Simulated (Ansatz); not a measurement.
System: Sb (honeycomb prototype, strained and with displaced atoms), 2 atoms in the cell.

Level of theory: PBE, plane waves, PAW datasets (generated soft set 1) (Ansatz).

Cutoff 600 eV; k-mesh 2×2×1 shifted by (0.5, 0.5, 0) steps; Fermi–Dirac smearing of 0.15 eV; no spin polarisation; no spin–orbit coupling.

```
CELL_PARAMETERS angstrom
5.21382 0.05479 0.01894
-2.55947 4.58343 -0.14055
0.02578 -0.20603 7.26903
ATOMIC_POSITIONS crystal
Sb 0.29162 0.80955 0.59809
Sb 0.62277 0.47125 0.60196
```

Task: Would the cell expand or shrink if it were free to relax?

Result: The pressure is -1.18 GPa, so at these settings the cell is stretched and would shrink on average; the stress has mixed signs (xx, yy, zz: -1.90, -2.23, 0.58 GPa).

Task: Which atom feels the largest force? Give all forces.

Result: Sb1 and Sb2, 0.773 eV/Å each.

```csv
atom,Fx (eV/Å),Fy (eV/Å),Fz (eV/Å)
Sb1,-0.689,0.351,0.013
Sb2,0.689,-0.351,-0.013
```

The cell holds vacuum, so pressure and stress are averages over it and scale with its width. The k-mesh is coarse, so these values belong to this mesh and can lie far from the converged ones. The elements were drawn onto a prototype; most such cells aren't known phases.
